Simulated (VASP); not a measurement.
Wanted: the native input for a VASP 6.6.1 run.

```
Task                   : single point
Functional             : RPBE
Potentials or basis    : VASP PAW PBE potentials, release 64 (Ta_pv, N)
Cutoff                 : 520 eV
k mesh                 : 10 × 10 × 6
Occupations            : gaussian, width 0.001 eV
Spin                   : no spin polarisation
Dipole correction      : no
Further INCAR settings : ALGO = Fast; EDIFF = 1e-07; NBANDS = 20
```

The structure of Ta2N lies in POSCAR:

```
Ta2N
1.0
    3.1034697186      0.0012140423      0.0006663490
   -1.5506834678      2.6970707176     -0.0083078966
    0.0010424535     -0.0144058839      4.9206828159
Ta N
2 1
Direct
    0.3484372201      0.6705666909      0.2565516082
    0.6776022175      0.3277340151      0.7448703896
    0.0130245624     -0.0008647060      0.0007110022
```

The cell comes from a database or a generator and needn't be the stable form of this composition.

The input as run:

INCAR

```
SYSTEM = Ta2N
PREC = Accurate
ENCUT = 520
EDIFF = 1E-7
ISMEAR = 0
SIGMA = 0.001
LREAL = .FALSE.
LASPH = .TRUE.
NELM = 100
ALGO = Fast
ISIF = 2
LWAVE = .FALSE.
LCHARG = .FALSE.
GGA = RP
NBANDS = 20
```

KPOINTS

```
Automatic mesh
0
G
  10 10 6
  0 0 0
```

Potentials or basis: VASP PAW PBE potentials, release 64 (Ta_pv, N).

The run is started by

```console
$ cat potpaw_PBE.64/Ta_pv/POTCAR potpaw_PBE.64/N/POTCAR > POTCAR
$ mpirun -np 1 vasp_std > vasp.out
```

It gave:

```json
{
  "Pressure": "0.5 GPa",
  "Largest force": "0.053 eV/Å",
  "Band gap on the k mesh": "none (metal or under the smearing width)"
}
```

Caveat: the PAW data sets were made with another functional, which shifts forces and pressure a little.

It took 2.2 min on 1 thread of Intel(R) Xeon(R) Platinum 8375C CPU @ 2.90GHz (Ice Lake), with other jobs on the host, peak memory 0.34 GiB.
